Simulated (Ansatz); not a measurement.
# Mn: the cost of one run

Program: Ansatz 0.2.0. Level of theory: DFT, PBE, PAW with Ansatz's default frozen-core files, scalar-relativistic. These are calculated values, not measurements.

## Step 1: The system as given

The structure is hexagonal, space group P6_3/mmc (No. 194). Conventional cell: a = 2.484 Å, b = 2.484 Å, c = 4.026 Å, α = 90.00°, β = 90.00°, γ = 120.00°. Around Mn (site symmetry -6m2) lie 12 Mn at 2.47 to 2.48 Å.

Structure file:

```
CELL_PARAMETERS angstrom
2.48365 0.00000 0.00000
-1.24182 2.15090 0.00000
0.00000 0.00000 4.02620
ATOMIC_POSITIONS crystal
Mn 0.66667 0.33333 0.75000
Mn 0.33333 0.66667 0.25000
```

Atoms are numbered in the order of the input: Mn1, Mn2.

## Step 2: Free moments from the typed start, PAW

The input, input.yaml:

```yaml
crystal:
  lattice:
    - [2.4836457705, 0.0, 0.0]
    - [-1.2418228852, 2.1509003313, 0.0]
    - [0.0, 0.0, 4.026195]
  atoms:
    - { symbol: Mn, position: [0.6666666667, 0.3333333333, 0.75], spin: 4.0 }
    - { symbol: Mn, position: [0.3333333333, 0.6666666667, 0.25], spin: 4.0 }
magnetization:
  spin_polarized: true
kpoints:
  mp_grid: { grid: [15, 15, 8] }
scf:
  occupations: { method: fermi_dirac, width: 0.05 }
  lower_state_search: "off"
hamiltonian:
  xc: pbe
  pseudopotentials: { kind: paw }
output:
  forces: true
  stress: true
  eigenvalues: true
  populations: true
```

On the command line:

```
ansatz run input.yaml --threads 1 --pin off --max-ram 3072MiB --backend cpu --events-out ev --progress --plain --runs-dir out
```

**Question.** How long does this run take on 1 thread of Arm Neoverse V2, shared host, and how much memory does it need?

About 11 s, with a peak of 0.36 GiB.
